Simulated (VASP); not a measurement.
# NiO (Fm-3m) in VASP: notebook

Aim: see how the results for NiO move with the level of theory and the settings. Levels: PBE, r2SCAN. Tasks: phonons.

Program: VASP 6.6.1. These are calculated values, not measurements. Logs are shortened: lines on timing, memory, paths and dates and some standing lists are left out, and cuts for length are marked.

### Step 1. The crystal as given

The structure is cubic, space group Fm-3m (No. 225). The conventional cell has a = 4.212 Å, b = 4.212 Å, c = 4.212 Å, α = 90.00°, β = 90.00°, γ = 90.00°. Ni (site symmetry m-3m) has 6 O at 2.11 Å as nearest neighbours. Around O (site symmetry m-3m) lie 6 Ni at 2.11 Å.

### Step 2. Phonons, PBE, collinear spin, ferromagnetic start

Input file POSCAR:

```
NiO
1.0
    0.0000000000      2.1060867190      2.1060867190
    2.1060867190      0.0000000000      2.1060867190
    2.1060867190      2.1060867190      0.0000000000
  Ni              O
     1     1
Direct
     0.0000000000000000    0.0000000000000000    0.0000000000000000
     0.5000000000000000    0.5000000000000000    0.5000000000000000
```

Input file INCAR.step1:

```
PREC = Accurate
ENCUT = 600
EDIFF = 1E-8
ISMEAR = 0
SIGMA = 0.03
LREAL = False
LASPH = True
NELM = 150
ALGO = Normal
ISIF = 3
LWAVE = False
LCHARG = False
ISPIN = 2
MAGMOM = 2 0
LORBIT = 11
LMAXMIX = 4
GGA = PE
AMIX = 0.2
BMIX = 1E-4
AMIX_MAG = 0.8
BMIX_MAG = 1E-4
IBRION = 2
NSW = 40
EDIFFG = -0.002
```

Input file INCAR.step2:

```
PREC = Accurate
ENCUT = 600
EDIFF = 1E-8
ISMEAR = 0
SIGMA = 0.03
LREAL = False
LASPH = True
NELM = 150
ALGO = Normal
ISIF = 2
LWAVE = False
LCHARG = False
ISPIN = 2
MAGMOM = 2 0
LORBIT = 11
LMAXMIX = 4
GGA = PE
AMIX = 0.2
BMIX = 1E-4
AMIX_MAG = 0.8
BMIX_MAG = 1E-4
IBRION = 6
NFREE = 2
POTIM = 0.015
NSW = 1
```

Input file KPOINTS:

```
regular mesh
0
Gamma
  12 12 12
```

Potentials or basis: VASP PAW PBE potentials, release 64 (Ni, O).

The run is started by

```
$ cat potpaw_PBE.64/Ni/POTCAR potpaw_PBE.64/O/POTCAR > POTCAR
$ cp INCAR.step1 INCAR
$ mpirun -np 1 vasp_std > vasp.out
$ cp CONTCAR POSCAR
$ cp INCAR.step2 INCAR
$ mpirun -np 1 vasp_std > vasp.out
```

OUTCAR:

```text
PREC = Accurate
   ENCUT = 600
   EDIFF = 1E-8
   ISMEAR = 0
   LREAL = False
   LASPH = True
   NELM = 150
   ISIF = 2
   ISPIN = 2
   LORBIT = 11
   GGA = PE
   AMIX = 0.2
   AMIX_MAG = 0.8
   IBRION = 6
   NFREE = 2
   POTIM = 0.015
   NSW = 1

 ion  position               nearest neighbor table
   1  0.000  0.000  0.000-   2 2.11   2 2.11   2 2.11   2 2.11   2 2.11   2 2.11
   2  0.500  0.500  0.500-   1 2.11   1 2.11   1 2.11   1 2.11   1 2.11   1 2.11

  LATTYP: Found a face centered cubic cell.
 ALAT       =     4.2130214630

  Lattice vectors:

 A1 = (   0.0000000000,   2.1065107315,   2.1065107315)
 A2 = (   2.1065107315,   0.0000000000,   2.1065107315)
 A3 = (   2.1065107315,   2.1065107315,   0.0000000000)

Analysis of symmetry for initial positions (statically):
=====================================================================
 Subroutine PRICEL returns:
 Original cell was already a primitive cell.

 Routine SETGRP: Setting up the symmetry group for a
 face centered cubic supercell.

 Subroutine GETGRP returns: Found 48 space group operations
 (whereof 48 operations were pure point group operations)
 out of a pool of 48 trial point group operations.

The static configuration has the point symmetry O_h .

Analysis of symmetry for dynamics (positions and initial velocities):
=====================================================================
 Subroutine PRICEL returns:
 Original cell was already a primitive cell.

 Routine SETGRP: Setting up the symmetry group for a
 face centered cubic supercell.

 Subroutine GETGRP returns: Found 48 space group operations
 (whereof 48 operations were pure point group operations)
 out of a pool of 48 trial point group operations.

The dynamic configuration has the point symmetry O_h .

Analysis of structural, dynamic, and magnetic symmetry:
=====================================================================
 Subroutine PRICEL returns:
 Original cell was already a primitive cell.

 Routine SETGRP: Setting up the symmetry group for a
 face centered cubic supercell.

 Subroutine GETGRP returns: Found 48 space group operations
 (whereof 48 operations were pure point group operations)
 out of a pool of 48 trial point group operations.

The overall configuration has the point symmetry O_h .

 Subroutine INISYM returns: Found 48 space group operations
 (whereof 48 operations are pure point group operations),
 and found     1 'primitive' translations

----------------------------------------------------------------------------------------

                                     Primitive cell

  volume of cell :      18.6948

  direct lattice vectors                    reciprocal lattice vectors
     0.000000000  2.106510732  2.106510732    -0.237359341  0.237359341  0.237359341
     2.106510732  0.000000000  2.106510732     0.237359341 -0.237359341  0.237359341
     2.106510732  2.106510732  0.000000000     0.237359341  0.237359341 -0.237359341

  length of vectors
     2.979056046  2.979056046  2.979056046     0.411118439  0.411118439  0.411118439

  position of ions in fractional coordinates (direct lattice)
     0.000000000  0.000000000  0.000000000
     0.500000000  0.500000000  0.500000000

  ion indices of the primitive-cell ions
   primitive index   ion index
                 1           1
                 2           2

----------------------------------------------------------------------------------------

 KPOINTS: regular mesh

Automatic generation of k-mesh.
 Grid dimensions read from file:
 generate k-points for:   12   12   12

 Generating k-lattice:

[... 83 lines left out ...]
  Fermi-wavevector in a.u.,A,eV,Ry     =   1.554323  2.937244 32.870568  2.415919
  Thomas-Fermi vector in A             =   2.658425
   LORBIT       =     11    0 simple, 1 ext, 2 COOP (PROOUT), +10 PAW based schemes
   GGA     = PE    functional components
   LHFCALC =     F    Hartree Fock is set to
   AEXX    =    0.0000 exact exchange contribution
   IVDW    =     0    specifies the selected vdW correction
   LEPSILON=     F    determine dielectric tensor
   LRPA    =     F    only Hartree local field effects (RPA)
 finite differences with symmetry
 spin polarized calculation
 Gauss-broadening in eV      SIGMA  =   0.03
  energy-cutoff  :      600.00
  volume of cell :       18.69
 maximum number of plane-waves:       636
   NGX = 11   NGY = 11   NGZ = 11

--------------------------------------- Ionic step        1  -------------------------------------------

 number of electron      16.0000014 magnetization       1.7882327

 Free energy of the ion-electron system (eV)
  ---------------------------------------------------
  ext. energy  EPLUGINS =         0.00000000
  ---------------------------------------------------
  free energy    TOTEN  =       -11.48044165 eV

  energy without entropy =      -11.47981719  energy(sigma->0) =      -11.48012942

------------------------ aborting loop because EDIFF is reached ----------------------------------------

  FORCE on cell =-STRESS in cart. coord.  units (eV):
  Direction    XX          YY          ZZ          XY          YZ          ZX
  --------------------------------------------------------------------------------------
  -------------------------------------------------------------------------------------
  Total       -0.0026843     -0.0026843     -0.0026843      0.0000000      0.0000000      0.0000000
  in kB       -0.2300486     -0.2300486     -0.2300486      0.0000000      0.0000000      0.0000000
  external PRESSURE =      -0.2300486 kB  Pullay stress =       0.0000000 kB
[... 131 lines left out ...]
--------------------------------------- Ionic step        5  -------------------------------------------

 number of electron      16.0000011 magnetization       1.7913102

 Free energy of the ion-electron system (eV)
  ---------------------------------------------------
  ext. energy  EPLUGINS =         0.00000000
  ---------------------------------------------------
  free energy    TOTEN  =       -11.48016208 eV

  energy without entropy =      -11.47955278  energy(sigma->0) =      -11.47985743

 E-fermi :   7.4912     XC(G=0): -12.5269

 val. band max:        7.4839104175   @ k =   0.3333   0.2500   0.0000
 cond. band min:       7.4966271290   @ k =   0.0000   0.5000   0.0833
 fundamental gap:      0.0127167115
 Fermi energy:         7.4912060668

 spin component 1

 k-point     1 :       0.0000    0.0000    0.0000
  band No.  band energies     occupation
      1     -12.5959      1.00000
      2       4.3469      1.00000
      3       4.3794      1.00000
      4       4.6278      1.00000
      5       4.6278      1.00000
      6       4.6723      1.00000
      7       4.8989      1.00000
      8       4.9122      1.00000
      9       4.9122      1.00000
     10       8.9141      0.00000
     11      25.2914      0.00000
     12      26.2422      0.00000
     13      26.2423      0.00000
[... 356 lines left out ...]
      2      -0.0047      1.00000
      3       1.7370      1.00000
      4       1.8510      1.00000
      5       5.3691      1.00000
      6       5.5627      1.00000
      7       5.9900      1.00000
      8       6.7846      1.00000
      9       7.4715      0.82403
     10      14.4737      0.00000
     11      16.8696      0.00000
     12      19.5805      0.00000
     13      21.9554      0.00000

 [... further k-points ...]

 spin component 2

 k-point     1 :       0.0000    0.0000    0.0000
  band No.  band energies     occupation
      1     -12.1445      1.00000
      2       5.1543      1.00000
      3       5.1543      1.00000
      4       5.1552      1.00000
      5       5.7266      1.00000
      6       5.7335      1.00000
      7       5.7336      1.00000
      8       6.9753      1.00000
      9       6.9817      1.00000
     10       9.2681      0.00000
     11      25.2280      0.00000
     12      26.4575      0.00000
     13      26.4579      0.00000
[... 397 lines left out ...]
  FREE ENERGIE OF THE ION-ELECTRON SYSTEM (eV)
  ---------------------------------------------------
  free  energy   TOTEN  =       -11.4801620773 eV

  energy  without entropy=      -11.4795527788  energy(sigma->0) =      -11.47985743

 INTERNAL STRAIN TENSORS FROM DISPLACED ATOMS
 ============================================

 INTERNAL STRAIN TENSOR FOR ION    1 for displacements in x,y,z  (eV/Angst):
          X           Y           Z          XY          YZ          ZX
  --------------------------------------------------------------------------------
  x     0.00000     0.00000     0.00000     0.00000     0.00000     0.00000
  y     0.00000     0.00000     0.00000     0.00000     0.00000     0.00000
  z     0.00000     0.00000     0.00000     0.00000     0.00000     0.00000

 INTERNAL STRAIN TENSOR FOR ION    2 for displacements in x,y,z  (eV/Angst):
          X           Y           Z          XY          YZ          ZX
  --------------------------------------------------------------------------------
  x     0.00000     0.00000     0.00000     0.00000     0.00000     0.00000
  y     0.00000     0.00000     0.00000     0.00000     0.00000     0.00000
  z     0.00000     0.00000     0.00000     0.00000     0.00000     0.00000

 Eigenvectors and eigenvalues of the dynamical matrix
 ----------------------------------------------------

   1 f  =    6.050355 THz    38.015503 2PiTHz  201.818126 cm-1    25.022247 meV
             X         Y         Z           dx          dy          dz
      0.000000  0.000000  0.000000    -0.464358    0.000000    0.000000
      2.106511  2.106511  2.106511     0.885647    0.000000    0.000000
[... 21 lines left out ...]
   6 f/i=    0.010383 THz     0.065239 2PiTHz    0.346345 cm-1     0.042941 meV
             X         Y         Z           dx          dy          dz
      0.000000  0.000000  0.000000     0.000000   -0.088368   -0.881228
      2.106511  2.106511  2.106511     0.000000   -0.046333   -0.462041

 ELASTIC MODULI CONTR FROM IONIC RELAXATION (kBar)
 Direction    XX          YY          ZZ          XY          YZ          ZX
 --------------------------------------------------------------------------------
 XX           0.0000      0.0000      0.0000      0.0000      0.0000      0.0000
 YY           0.0000      0.0000      0.0000      0.0000      0.0000      0.0000
 ZZ           0.0000      0.0000      0.0000      0.0000      0.0000      0.0000
 XY           0.0000      0.0000      0.0000      0.0000      0.0000      0.0000
 YZ           0.0000      0.0000      0.0000      0.0000      0.0000      0.0000
 ZX           0.0000      0.0000      0.0000      0.0000      0.0000      0.0000
 --------------------------------------------------------------------------------

 total charge

# of ion       s       p       d       tot
------------------------------------------
    1        0.324   0.386   8.225   8.935
    2        1.553   3.414   0.000   4.966
--------------------------------------------------
tot          1.877   3.799   8.225  13.902

 magnetization (x)

# of ion       s       p       d       tot
------------------------------------------
    1        0.011   0.015   1.445   1.471
    2        0.027   0.248   0.000   0.275
--------------------------------------------------
tot          0.039   0.263   1.445   1.746
```

Run time: 7.4 min. Hardware: 1 thread of AMD EPYC 7R43 (Zen 3), shared host; peak memory 0.23 GiB.

Results:

```
Relaxed volume                                          : 9.35 Å³/atom
Relaxed cell                                            : a = 2.979 Å, b = 2.979 Å, c = 2.979 Å, α = 60.00°, β = 60.00°, γ = 60.00°
Space group after relaxing (to 0.05 Å)                  : Fm-3m (No. 225)
Net moment                                              : 1.79 μB per cell
Site moments                                            : Ni +1.47; O +0.28 μB
Valence electrons inside the program's atomic spheres   : Ni 8.94; O 4.97
Highest phonon frequency at Γ, LO-TO splitting left out : 202 cm⁻¹
```

Final structure:
```
CELL_PARAMETERS angstrom
0.00000 2.10651 2.10651
2.10651 0.00000 2.10651
2.10651 2.10651 0.00000
ATOMIC_POSITIONS crystal
Ni 0.00000 0.00000 0.00000
O 0.50000 0.50000 0.50000
```

Phonon frequencies in cm⁻¹ (negative: imaginary):
```tsv
q point	frequencies
(0.000, 0.000, 0.000)	0 0 0 202 202 202
```

Caveat: a cell with one magnetic atom can't hold antiferromagnetic order, which such compounds often take.

### Step 3. Phonons, r2SCAN, collinear spin, ferromagnetic start

This run uses another cell than the first one, of 9.17 Å³/atom, 0.982 times its volume.

Input file POSCAR:

```
NiO
1.0
    0.0000000000      2.0933969133      2.0933969133
    2.0933969133      0.0000000000      2.0933969133
    2.0933969133      2.0933969133      0.0000000000
  Ni              O
     1     1
Direct
     0.0000000000000000    0.0000000000000000    0.0000000000000000
     0.5000000000000000    0.5000000000000000    0.5000000000000000
```

INCAR.step1: that of step 2 with these lines changed.

```diff
@@ -16,3 +16,4 @@
 LMAXMIX = 4
-GGA = PE
+METAGGA = R2SCAN
+LMIXTAU = True
 AMIX = 0.2
```

INCAR.step2: that of step 2 with these lines changed.

```diff
@@ -16,3 +16,4 @@
 LMAXMIX = 4
-GGA = PE
+METAGGA = R2SCAN
+LMIXTAU = True
 AMIX = 0.2
```

Input file KPOINTS:

```
Automatic mesh
0
Gamma
  12 12 12
```

Potentials or basis: VASP PAW PBE potentials, release 64 (Ni, O).

The run is started by

```
$ cat potpaw_PBE.64/Ni/POTCAR potpaw_PBE.64/O/POTCAR > POTCAR
$ cp INCAR.step1 INCAR
$ mpirun -np 1 vasp_std > vasp.out
$ cp CONTCAR POSCAR
$ cp INCAR.step2 INCAR
$ mpirun -np 1 vasp_std > vasp.out
```

OUTCAR:

```text
PREC = Accurate
   ENCUT = 600
   EDIFF = 1E-8
   ISMEAR = 0
   LREAL = False
   LASPH = True
   NELM = 150
   ISIF = 2
   ISPIN = 2
   LORBIT = 11
   METAGGA = R2SCAN
   AMIX = 0.2
   AMIX_MAG = 0.8
   IBRION = 6
   NFREE = 2
   POTIM = 0.015
   NSW = 1

 ion  position               nearest neighbor table
   1  0.000  0.000  0.000-   2 2.09   2 2.09   2 2.09   2 2.09   2 2.09   2 2.09
   2  0.500  0.500  0.500-   1 2.09   1 2.09   1 2.09   1 2.09   1 2.09   1 2.09

  LATTYP: Found a face centered cubic cell.
 ALAT       =     4.1867938266

  Lattice vectors:

 A1 = (   0.0000000000,   2.0933969133,   2.0933969133)
 A2 = (   2.0933969133,   0.0000000000,   2.0933969133)
 A3 = (   2.0933969133,   2.0933969133,   0.0000000000)

Analysis of symmetry for initial positions (statically):
[... 1161 lines left out ...]

 INTERNAL STRAIN TENSOR FOR ION    1 for displacements in x,y,z  (eV/Angst):
          X           Y           Z          XY          YZ          ZX
  --------------------------------------------------------------------------------
  x     0.00000     0.00000     0.00000     0.00000     0.00000     0.00000
  y     0.00000     0.00000     0.00000     0.00000     0.00000     0.00000
  z     0.00000     0.00000     0.00000     0.00000     0.00000     0.00000

 INTERNAL STRAIN TENSOR FOR ION    2 for displacements in x,y,z  (eV/Angst):
          X           Y           Z          XY          YZ          ZX
  --------------------------------------------------------------------------------
  x     0.00000     0.00000     0.00000     0.00000     0.00000     0.00000
  y     0.00000     0.00000     0.00000     0.00000     0.00000     0.00000
  z     0.00000     0.00000     0.00000     0.00000     0.00000     0.00000

 Eigenvectors and eigenvalues of the dynamical matrix
 ----------------------------------------------------

   1 f  =    8.091066 THz    50.837666 2PiTHz  269.888907 cm-1    33.461945 meV
             X         Y         Z           dx          dy          dz
      0.000000  0.000000  0.000000     0.000000    0.476929    0.000000
      2.093397  2.093397  2.093397     0.000000   -0.878942    0.000000
[... 21 lines left out ...]
   6 f/i=    0.129175 THz     0.811633 2PiTHz    4.308830 cm-1     0.534227 meV
             X         Y         Z           dx          dy          dz
      0.000000  0.000000  0.000000     0.000000    0.000000    0.878942
      2.093397  2.093397  2.093397     0.000000    0.000000    0.476929

 ELASTIC MODULI CONTR FROM IONIC RELAXATION (kBar)
 Direction    XX          YY          ZZ          XY          YZ          ZX
 --------------------------------------------------------------------------------
 XX           0.0000      0.0000      0.0000      0.0000      0.0000      0.0000
 YY           0.0000      0.0000      0.0000      0.0000      0.0000      0.0000
 ZZ           0.0000      0.0000      0.0000      0.0000      0.0000      0.0000
 XY           0.0000      0.0000      0.0000      0.0000      0.0000      0.0000
 YZ           0.0000      0.0000      0.0000      0.0000      0.0000      0.0000
 ZX           0.0000      0.0000      0.0000      0.0000      0.0000      0.0000
 --------------------------------------------------------------------------------

 total charge

# of ion       s       p       d       tot
------------------------------------------
    1        0.334   0.414   8.168   8.915
    2        1.551   3.493   0.000   5.045
--------------------------------------------------
tot          1.886   3.907   8.168  13.960

 magnetization (x)

# of ion       s       p       d       tot
------------------------------------------
    1        0.011   0.012   1.670   1.693
    2        0.028   0.248   0.000   0.276
--------------------------------------------------
tot          0.039   0.259   1.670   1.969
```

OUTCAR.step1:

```text
PREC = Accurate
   ENCUT = 600
   EDIFF = 1E-8
   ISMEAR = 0
   LREAL = False
   LASPH = True
   NELM = 150
   ISIF = 3
   ISPIN = 2
   LORBIT = 11
[... 1025 lines left out ...]
 reached required accuracy - stopping structural energy minimisation

 total charge

# of ion       s       p       d       tot
------------------------------------------
    1        0.334   0.413   8.168   8.915
    2        1.551   3.493   0.000   5.045
--------------------------------------------------
tot          1.885   3.907   8.168  13.960

 magnetization (x)

# of ion       s       p       d       tot
------------------------------------------
    1        0.011   0.012   1.671   1.693
    2        0.028   0.247   0.000   0.276
--------------------------------------------------
tot          0.039   0.259   1.671   1.969
```

OSZICAR.step1:

```text
N       E                     dE             d eps       ncg     rms          rms(c)
DAV:   1     0.882321101906E+02    0.88232E+02   -0.91953E+03  3800   0.182E+03
DAV:   2    -0.184899088601E+02   -0.10672E+03   -0.94159E+02  4090   0.316E+02
[... 12 lines left out ...]
DAV:  15    -0.201149648841E+02   -0.44643E-05   -0.86223E-06  4973   0.609E-02    0.405E-03
DAV:  16    -0.201149643444E+02    0.53972E-06   -0.65206E-07  4559   0.133E-02    0.134E-03
DAV:  17    -0.201149641628E+02    0.18156E-06   -0.11854E-07  5456   0.582E-03    0.523E-04
DAV:  18    -0.201149641888E+02   -0.25983E-07   -0.18396E-08  3212   0.182E-03    0.285E-04
DAV:  19    -0.201149641237E+02    0.65122E-07   -0.44034E-09  1922   0.107E-03    0.972E-05
DAV:  20    -0.201149640854E+02    0.38319E-07   -0.12646E-09  1937   0.449E-04    0.401E-05
DAV:  21    -0.201149640811E+02    0.42555E-08   -0.10902E-10  1917   0.159E-04
   1 F= -.20114964E+02 E0= -.20114964E+02  d E =-.201150E+02  mag=     2.0000
```

Wall time 15 min (1 thread of Intel Xeon Platinum 8488C (Sapphire Rapids), shared host); peak memory 0.27 GiB.

Results:

```
Net moment                                              : 2.00 μB per cell
Site moments                                            : Ni +1.69; O +0.28 μB
Valence electrons inside the program's atomic spheres   : Ni 8.91; O 5.04
Highest phonon frequency at Γ, LO-TO splitting left out : 270 cm⁻¹
```

Phonon frequencies in cm⁻¹ (negative: imaginary):
| q point | frequencies |
| --- | --- |
| (0.000, 0.000, 0.000) | -4 -4 -4 270 270 270 |

Caveat: the PAW data sets were made with another functional, which shifts forces and pressure a little; a cell with one magnetic atom can't hold antiferromagnetic order, which such compounds often take.
